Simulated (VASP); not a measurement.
A convergence study with VASP on ZnTe (zinc blende): one setting is varied, all else stays as given below, so the limit is that of these other settings. Each run relaxes cell and ions; the cell shown is the tightest run's result. The basis is that of the starting cell, so low cut-offs carry a Pulay error.

```yaml
crystal:
  lattice:
    - [0.00000, 3.09196, 3.09196]
    - [3.09196, 0.00000, 3.09196]
    - [3.09196, 3.09196, 0.00000]
  atoms:
    - { symbol: Zn, position: [0.00000, 0.00000, 0.00000] }
    - { symbol: Te, position: [0.25000, 0.25000, 0.25000] }
```

Calculation: PBE GGA, VASP's PBE PAW potentials (set 64) (plane waves; VASP). The tightest run used: 700 eV cut-off, 6×6×6 Γ-centred mesh, Gaussian smearing of 0.050 eV, potentials Zn Te.

The reference is ENCUT = 700, which took about 2 core-minutes. Costs are core time on shared hosts, one run each; read them as rough ratios.

**Question.** Of the settings ENCUT = 200; ENCUT = 250; ENCUT = 300; ENCUT = 350; ENCUT = 400; ENCUT = 450; ENCUT = 500; ENCUT = 550; ENCUT = 600; ENCUT = 650; ENCUT = 700, which is the lowest that keeps the difference from the reference in relaxed volume (Å³/atom) within 0.1 from there on, and what does it cost?

**Answer.** ENCUT = 450; its cost over the reference is about 1/2.
```
setting      difference in relaxed volume (Å³/atom)  cost over the reference
-----------  --------------------------------------  -----------------------
ENCUT = 200                                   4.966                about 1/3
ENCUT = 250                                   1.419                about 1/4
ENCUT = 300                                   0.064                about 1/4
ENCUT = 350                                   0.085                about 1/2
ENCUT = 400                                   0.121                about 1/3
ENCUT = 450                                   0.053                about 1/2
ENCUT = 500                                   0.003                about 1/2
ENCUT = 550                                   0.003     within a factor of 2
ENCUT = 600                                   0.006     within a factor of 2
ENCUT = 650                                   0.007     within a factor of 2
ENCUT = 700                                   0.000                reference
```

Left out are rungs that failed or repeat a setting and relaxations that didn't move; long series are thinned to 24 rows.

The compound is ZnTe in the zinc blende structure.
